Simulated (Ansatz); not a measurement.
**Is this ZrSe₂ structure stable?**

It was relaxed at this level from a cell as deposited in COD.

Computed with DFT PBE, scalar-relativistic, plane waves, PAW in Ansatz 0.2.0. Settings of the last relaxation (3-atom cell): 420 eV, 12×12×6 k points, Gaussian smearing of 0.02 eV, no spin polarisation.

```xyz
3
Lattice="3.7984 0.0000 0.0000 -1.8992 3.2895 0.0000 0.0000 0.0000 6.8236" Properties=species:S:1:pos:R:3 pbc="T T T"
Zr    0.0000    0.0000    0.0000
Se    0.0000    2.1930    1.5831
Se    1.8992    1.0965    5.2405
```

The zero of energy is the elements' standard structures at the same level; no fitted shifts are applied.

Question: These tests were run: energy against the elements; phonons on a 2×2×1 q mesh. What do they show?

Answer:

```
                       test                         result
energy against the elements                 −1.360 eV/atom
  phonons on a 2×2×1 q mesh  no imaginary mode on the mesh
```

It fails none of these tests. Competing phases weren't compared here.

Weakly bound directions are ill-defined at this level, which has no dispersion term. The reference form of Se is held partly by dispersion forces, which this level lacks. The run for the phonons used a 12×12×6 k mesh.
